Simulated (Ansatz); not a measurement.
# Pt: the cost of one run

Method: DFT PBEsol, scalar-relativistic, plane waves, PAW, in Ansatz 0.2.0.

**1. The structure to begin with**

It takes space group P6_3/mmc (No. 194, hexagonal). Conventional cell: a = 2.761 Å, b = 2.761 Å, c = 4.792 Å, α = 90.00°, β = 90.00°, γ = 120.00°. Pt (site symmetry -6m2) has 12 Pt at 2.76 to 2.88 Å as nearest neighbours.

As a file:

```cif
data_structure
_symmetry_space_group_name_H-M 'P6_3/mmc'
_symmetry_Int_Tables_number 194
_cell_length_a 2.7607
_cell_length_b 2.7607
_cell_length_c 4.7921
_cell_angle_alpha 90.000
_cell_angle_beta 90.000
_cell_angle_gamma 120.000
_cell_volume 31.63
loop_
_atom_site_label
_atom_site_type_symbol
_atom_site_symmetry_multiplicity
_atom_site_Wyckoff_symbol
_atom_site_fract_x
_atom_site_fract_y
_atom_site_fract_z
_atom_site_occupancy
Pt1 Pt 2 c 0.66667 0.33333 0.75000 1
```

The structure comes from the Materials Project (structure only).

**2. A change within a subgroup**

The change: strain xx, yy, zz, yz, xz, xy = +1.7, +1.7, -7.3, +0.0, +0.0, +0.0 %; atoms moved by 0.10 Å root mean square, at most 0.10 Å.

input.yaml reads:

```yaml
crystal:
  lattice:
    - [2.806492665, 0.0, 0.0]
    - [-1.4032463325, 2.4304939434, 0.0]
    - [0.0, 0.0, 4.4403913644]
  atoms:
    - { symbol: Pt, position: [0.66666667, 0.33333333, 0.77086753] }
    - { symbol: Pt, position: [0.33333333, 0.66666667, 0.22913247] }
basis:
  ecutwfc: 420
kpoints:
  mp_grid: { grid: [15, 15, 8] }
hamiltonian:
  xc: pbesol
scf:
  occupations: { method: gaussian, width: 0.1 }
output:
  forces: true
  stress: true
  eigenvalues: true
  populations: true
```

Launch:

```bash
$ ansatz run input.yaml --threads 1 --pin off --max-ram 1331MiB --backend cpu --events-out ev --progress --plain --runs-dir out
```

**Question.** How long does this run take on 1 thread of an x86-64 CPU, shared host, and how much memory does it need?

About 14 s, with a peak of 0.38 GiB.
